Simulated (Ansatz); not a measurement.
TiO2:

```xyz
12
Lattice="-4.3508 4.3508 1.8876 4.3508 -4.3508 1.8876 4.3508 4.3508 -1.8876" Properties=species:S:1:pos:R:3 pbc="T T T"
Ti    4.3259   -1.8075    1.8876
Ti    2.5433    0.0248    0.0000
Ti    1.8075    4.3259    1.8876
Ti    0.0248    6.1582    0.0000
O     3.0387   -0.0099    1.8876
O     1.3888    1.4067    0.0000
O     4.3409    1.3121    0.0000
O     7.2948    1.3888    0.0000
O    -2.9441    2.9620    1.8876
O     0.0099    3.0387    1.8876
O     2.9620    2.9441    1.8876
O     1.3121    4.3606    0.0000
```

Measurements of this composition are mostly on another form, of space group No. 141.

| Quantity | Value |
| --- | --- |
| Program | Ansatz 0.2.0 |
| Task | relaxation of cell and atoms |
| Functional | PBEsol |
| Dispersion | D3(BJ) |
| Potentials or basis | Ansatz PAW |
| Cutoff | 420 eV (not typed: the program's choice for these potentials) |
| k mesh | 8 × 8 × 8 |
| Occupations | fermi-dirac, width 0.05 eV |
| Spin | no spin polarisation |

At the start: volume 11.91 Å³/atom.

How do energy, volume and symmetry change on relaxing?

It ends after 8 steps and the volume is 11.61 Å³/atom (-2.5 %); space group I4/m (No. 87, to 0.05 Å).

Step by step:
| step | energy change (eV) | largest force (eV/Å) | volume (Å³) |
| --- | --- | --- | --- |
| 1 | 0.0000 | 0.1609 | 142.92 |
| 2 | -0.0639 | 0.0861 | 140.24 |
| 3 | -0.0713 | 0.0127 | 139.40 |
| 4 | -0.0712 | 0.0083 | 139.43 |
| 5 | -0.0577 | 0.0083 | 139.43 |
| 6 | -0.0584 | 0.0226 | 139.30 |
| 7 | -0.0584 | 0.0006 | 139.30 |
| 8 | -0.0578 | 0.0006 | 139.30 |

Final structure:
```xyz
12
Lattice="-4.3084 4.3084 1.8761 4.3084 -4.3084 1.8761 4.3084 4.3084 -1.8761" Properties=species:S:1:pos:R:3 pbc="T T T"
Ti    4.2876   -1.7863    1.8761
Ti    2.5222    0.0209    0.0000
Ti    1.7863    4.2876    1.8761
Ti    0.0209    6.0947    0.0000
O     3.0059   -0.0052    1.8761
O     1.3818    1.3956    0.0000
O     4.3033    1.3025    0.0000
O     7.2213    1.3818    0.0000
O    -2.9129    2.9267    1.8761
O     0.0052    3.0059    1.8761
O     2.9267    2.9129    1.8761
O     1.3025    4.3136    0.0000
```

Caveat: the plane-wave basis is chosen anew once the cell has moved, so the energies of steps on either side of that aren't comparable; the pressure holds a Pulay correction of +0.7 GPa for the finite cutoff; the PAW data sets come from PBE, with cores solved anew for the run's functional, which leaves a small shift of forces and pressure.
